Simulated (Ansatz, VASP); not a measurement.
Sn: VASP beside Ansatz

```
Sn
1.0
     5.38750    0.00000    0.00000
    -2.69375    4.66572    0.00000
     0.00000    0.00000    3.32823
Sn
3
Cartesian
  0.0000 0.0000 0.0000
  0.0000 3.1105 1.6641
  2.6938 1.5552 1.6641
```

Alike in both runs: functional PBE; k mesh 7 × 7 × 9; occupations fermi-dirac, width 0.1 eV; no spin polarisation.

Ansatz relaxed the structure, and its values are those at the end. VASP's run is a single point on that final structure, the one shown.

|  | VASP | Ansatz |
| --- | --- | --- |
| version | VASP 6.6.1 | Ansatz 0.2.0 |
| potentials or method | VASP PAW PBE potentials, release 64 (Sn_d) | PAW with Ansatz's default frozen-core files, scalar-relativistic |
| plane-wave cutoff (eV) | 520 | 420 |
| valence electrons in the cell | 42 | 42 |

```csv
,VASP,Ansatz,Ansatz less VASP
pressure (GPa),0.0,0.0,+0.06
```
